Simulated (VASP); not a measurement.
Write the native input for VASP 6.6.1 that does the following.

- Task: band structure
- Functional: HF
- Potentials or basis: VASP PAW PBE potentials, release 64 (Si)
- Cutoff: 520 eV
- k mesh: 4 × 4 × 4
- Occupations: fermi-dirac, width 0.05 eV
- Spin: no spin polarisation
- Grid for exact exchange (PRECFOCK): Fast
- Exchange at q = 0: default
- Further INCAR settings: ALGO = Normal; EDIFF = 1e-07

The system is Si.

```
Si
1.0
     0.00000    2.72185    2.72185
     2.72185    0.00000    2.72185
     2.72185    2.72185    0.00000
Si
2
Direct
  0.50000 0.50000 0.50000
  0.75000 0.75000 0.75000
```

These files were run (other wordings do the same):

POSCAR

```
Si
1.0
    0.0000000000      2.7218511865      2.7218511865
    2.7218511865      0.0000000000      2.7218511865
    2.7218511865      2.7218511865      0.0000000000
Si
2
Direct
    0.5000000000      0.5000000000      0.5000000000
    0.7500000000      0.7500000000      0.7500000000
```

INCAR.step1

```
SYSTEM = Si
PREC     = Accurate       ! precision mode
ENCUT    = 520            ! plane-wave cutoff, eV
EDIFF    = 1E-5           ! SCF threshold, eV
ISMEAR   = -1             ! smearing method
SIGMA    = 0.05           ! smearing width, eV
LREAL    = .False.        ! projectors in reciprocal space
LASPH    = .True.         ! aspherical terms in the spheres
NELM     = 80             ! most SCF steps
ALGO     = Normal         ! electronic algorithm
ISIF     = 2              ! what is computed and relaxed
LWAVE    = .True.         ! write WAVECAR
LCHARG   = .False.        ! write CHGCAR
GGA      = PE             ! functional
```

INCAR.step2

```
SYSTEM = Si
PREC     = Accurate       ! precision mode
ENCUT    = 520            ! plane-wave cutoff, eV
EDIFF    = 1E-7           ! SCF threshold, eV
ISMEAR   = -1             ! smearing method
SIGMA    = 0.05           ! smearing width, eV
LREAL    = .False.        ! projectors in reciprocal space
LASPH    = .True.         ! aspherical terms in the spheres
NELM     = 80             ! most SCF steps
ALGO     = Normal         ! electronic algorithm
ISIF     = 2              ! what is computed and relaxed
LWAVE    = .False.        ! write WAVECAR
LCHARG   = .False.        ! write CHGCAR
GGA      = PE             ! functional
LHFCALC  = .True.         ! exact exchange
AEXX     = 1.0            ! exact-exchange fraction
ALDAC    = 0.0          
AGGAC    = 0.0          
PRECFOCK = Fast         
ISTART   = 1
```

KPOINTS

```
regular mesh
0
Gamma
  4 4 4
  0 0 0
```

KPOINTS_OPT

```
path GXWKGLUWLK,UX
10
line-mode
reciprocal
 0.0000000000  0.0000000000  0.0000000000  G
 0.5000000000  0.0000000000  0.5000000000  X

 0.5000000000  0.0000000000  0.5000000000  X
 0.5000000000  0.2500000000  0.7500000000  W

 0.5000000000  0.2500000000  0.7500000000  W
 0.3750000000  0.3750000000  0.7500000000  K

 0.3750000000  0.3750000000  0.7500000000  K
 0.0000000000  0.0000000000  0.0000000000  G

 0.0000000000  0.0000000000  0.0000000000  G
 0.5000000000  0.5000000000  0.5000000000  L

 0.5000000000  0.5000000000  0.5000000000  L
 0.6250000000  0.2500000000  0.6250000000  U

 0.6250000000  0.2500000000  0.6250000000  U
 0.5000000000  0.2500000000  0.7500000000  W

 0.5000000000  0.2500000000  0.7500000000  W
 0.5000000000  0.5000000000  0.5000000000  L

 0.5000000000  0.5000000000  0.5000000000  L
 0.3750000000  0.3750000000  0.7500000000  K

 0.6250000000  0.2500000000  0.6250000000  U
 0.5000000000  0.0000000000  0.5000000000  X
```

Potentials or basis: VASP PAW PBE potentials, release 64 (Si).

Launch:

```bash
$ cat potpaw_PBE.64/Si/POTCAR > POTCAR
$ cp INCAR.step1 INCAR
$ mpirun -np 1 vasp_std > vasp.out
$ cp INCAR.step2 INCAR
$ mpirun -np 1 vasp_std > vasp.out
```

Results of the run:

```
Pressure : 2.8 GPa
```

Caveat: the k mesh is coarse (spacing up to 0.50 Å⁻¹), so the values aren't converged, least of all with exact exchange; an unscreened hybrid on a path of extra k points without a Coulomb cutoff has errors near the mesh points, so the bands along the path aren't reliable; the PAW data sets were made with another functional, which shifts forces and pressure a little.

It took 8.4 min on 1 thread of AMD EPYC 7R43 64-Core Processor (Zen 3) (shared host), peak memory 0.14 GiB.
